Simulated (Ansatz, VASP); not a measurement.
# Cu: VASP beside Ansatz

```
Cu
1.0
     0.00000    1.82500    1.82500
     1.82500    0.00000    1.82500
     1.82500    1.82500    0.00000
Cu
1
Direct
  0.00000 0.00000 0.00000
```

Alike in both runs: task single point; functional LDA; k mesh 8 × 8 × 8; occupations gaussian, width 0.1 eV; no spin polarisation.

```csv
,VASP,Ansatz
version,VASP 6.6.1,Ansatz 0.2.0
potentials or method,"VASP PAW LDA potentials, release 64 (Cu)","scalar-relativistic, plane waves, PAW"
plane-wave cutoff (eV),520,420
valence electrons in the cell,11,19
```

Ansatz gave:

```
gap on the k mesh at the Fermi level (eV) : none
pressure (GPa)                            : -15.0
```

Estimate VASP's values.

gap on the k mesh at the Fermi level (eV): none; pressure (GPa): -14.2.

A gap of «none» marks a metal or a gap that the smearing closes. The two sets of potentials don't hold the same shells in valence. Ansatz warned: «pseudo_functional_mismatch».

Caveats: the k mesh is coarse (spacing up to 0.37 Å⁻¹), so the values aren't converged.
